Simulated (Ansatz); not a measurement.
## AlN under changes of volume

One of the cells (10.417 Å³/atom); the others are scaled copies at fixed shape and fractional positions:

```xyz
2
Lattice="0.0000 2.1840 2.1840 2.1840 0.0000 2.1840 2.1840 2.1840 0.0000" Properties=species:S:1:pos:R:3 pbc="T T T"
Al    0.0000    0.0000    0.0000
N     1.0920    1.0920    1.0920
```

Measurements of this composition are mostly on another form, of space group No. 186.

```yaml
Program: Ansatz 0.2.0
Functional: PBE
Potentials_or_basis: Ansatz PAW earlier set
Cutoff: "900 eV (not typed: the program's choice for these potentials)"
k_mesh: 10 × 10 × 10
Occupations: fermi-dirac, width 0.05 eV
Spin: no spin polarisation
```

| volume (Å³/atom) | energy over the lowest point (meV/atom) | pressure (GPa) | gap on the mesh (eV) |
| --- | --- | --- | --- |
| 9.792 | ? | ? | ? |
| 10.001 | 27.54 | 14.1 | 3.34 |
| 10.209 | 12.50 | 9.2 | 3.33 |
| 10.417 | 3.50 | 4.7 | 3.32 |
| 10.626 | 0.00 | 0.7 | 3.31 |
| 10.834 | 1.48 | -2.9 | 3.30 |
| 11.042 | 7.50 | -6.3 | 3.29 |

Q: What does the run at 9.792 Å³/atom give?

A: Energy over the lowest point 49.26 meV/atom; pressure 19.4 GPa; gap on the mesh 3.35 eV.

Worked out: A Birch-Murnaghan fit of order 3 (a polynomial in V^(-2/3)) to the other rows has its minimum at 10.66 Å³/atom with B0 = V·E''(V) = 193 GPa and B' = 4.0. It gives 49.37 meV/atom at 9.792 Å³/atom, against the run's 49.26, and -dE/dV = 19.5 GPa, against 19.4. A straight line through the other rows of the gap, of slope -0.505 eV per unit of ln V, extrapolates to 3.35 eV, against the run's 3.35.

Energies are extrapolated to zero smearing.

A mesh can miss the band edges.
